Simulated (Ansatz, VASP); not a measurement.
Two plane-wave programs on Ti

Contents of INCAR:

```
SYSTEM = Ti
PREC = Accurate ; ENCUT = 520
EDIFF = 1E-6 ; ISMEAR = -1
SIGMA = 0.05 ; LREAL = .FALSE.
LASPH = .TRUE. ; NELM = 60
ALGO = Normal ; ISIF = 2
LWAVE = .FALSE. ; LCHARG = .FALSE.
LDIPOL = .TRUE. ; IDIPOL = 3
DIPOL = 0.5 0.5 0.500 ; GGA = PE
NBANDS = 51
```

KPOINTS

```
regular mesh
0
G
  10 10 1
  0 0 0
```

The input POSCAR:

```
Ti
1.0
    2.9499978604      0.0000000000      0.0000000000
   -1.4749989302      2.5547730882      0.0000000000
    0.0000000000      0.0000000000     29.0580000000
Ti
7
Direct
    0.6666666667      0.3333333334      0.2581044807
    0.3333333333      0.6666666666      0.3387363205
    0.6666666667      0.3333333334      0.4193681602
    0.3333333333      0.6666666666      0.5000000000
    0.6666666667      0.3333333334      0.5806318398
    0.3333333333      0.6666666666      0.6612636795
    0.6666666667      0.3333333334      0.7418955193
```

File input.yaml:

```yaml
crystal:
  lattice:
    - [2.9499978604, 0.0, 0.0]
    - [-1.4749989302, 2.5547730882, 0.0]
    - [0.0, 0.0, 29.058]
  atoms:
    - { symbol: Ti, position: [0.6666666667, 0.3333333334, 0.2581044807] }
    - { symbol: Ti, position: [0.3333333333, 0.6666666666, 0.3387363205] }
    - { symbol: Ti, position: [0.6666666667, 0.3333333334, 0.4193681602] }
    - { symbol: Ti, position: [0.3333333333, 0.6666666666, 0.5] }
    - { symbol: Ti, position: [0.6666666667, 0.3333333334, 0.5806318398] }
    - { symbol: Ti, position: [0.3333333333, 0.6666666666, 0.6612636795] }
    - { symbol: Ti, position: [0.6666666667, 0.3333333334, 0.7418955193] }
hamiltonian:
  xc: pbe
  pseudopotentials: { kind: paw }
kpoints:
  mp_grid: { grid: [10, 10, 1] }
scf:
  occupations: { method: fermi_dirac, width: 0.05 }
output:
  forces: true
  eigenvalues: true
  write_density: true
  write_potential: true
  elf: true
  volumetric_format: npy
efield:
  axis: 3
  dipole_correction: true
  ramp_width: 0.04
```

Alike in both runs: task single point; functional PBE; k mesh 10 × 10 × 1; occupations fermi-dirac, width 0.05 eV; no spin polarisation.

|  | VASP | Ansatz |
| --- | --- | --- |
| version | VASP 6.6.1 | Ansatz 0.2.0 |
| potentials or method | VASP PAW PBE potentials, release 64 (Ti_sv) | Ansatz PAW |
| plane-wave cutoff (eV) | 520 | 420 |
| valence electrons in the cell | 84 | 84 |

Ansatz gave:

```
gap on the k mesh at the Fermi level (eV) : none
rms of the force components (eV/Å)        : 0.270
```

Task: Estimate VASP's values.

Result: gap on the k mesh at the Fermi level (eV): none; rms of the force components (eV/Å): 0.273.

Atom by atom the forces differ by 0.003 eV/Å (rms over components). A gap of «none» marks a metal or a gap that the smearing closes.
